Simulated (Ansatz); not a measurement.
System: LaAlO3 (R-3c, No. 167). Method: LDA (Ansatz, a quantum-chemistry and plane-wave program, plane waves, PAW).

Run with plane-wave cutoff 520 eV, 8×8×8 k mesh, Fermi–Dirac smearing 0.01 eV, scalar-relativistic PAW data made under PBE.

Cell (relaxed at this level):

```
AlLaO3
1.0
    2.65064     1.53035     4.31142
   -2.65064     1.53035     4.31142
    0.00000    -3.06069     4.31142
La Al O
2 2 6
Direct
  0.25000   0.25000   0.25000
  0.75000   0.75000   0.75000
  0.00000   0.00000   0.00000
  0.50000   0.50000   0.50000
  0.78083   0.71917   0.25000
  0.25000   0.78083   0.71917
  0.71917   0.25000   0.78083
  0.21917   0.28083   0.75000
  0.75000   0.21917   0.28083
  0.28083   0.75000   0.21917
```

**Question.** Predict the band gap.

**Answer.** 
* **band gap**: 3.89 eV (on the SCF k mesh)

Note: the volume lies 5 % below that of the published cell.

Spin–orbit coupling is not included.

Computed values are for the static lattice.

It cost very roughly 2.3 core-minutes of CPU time.
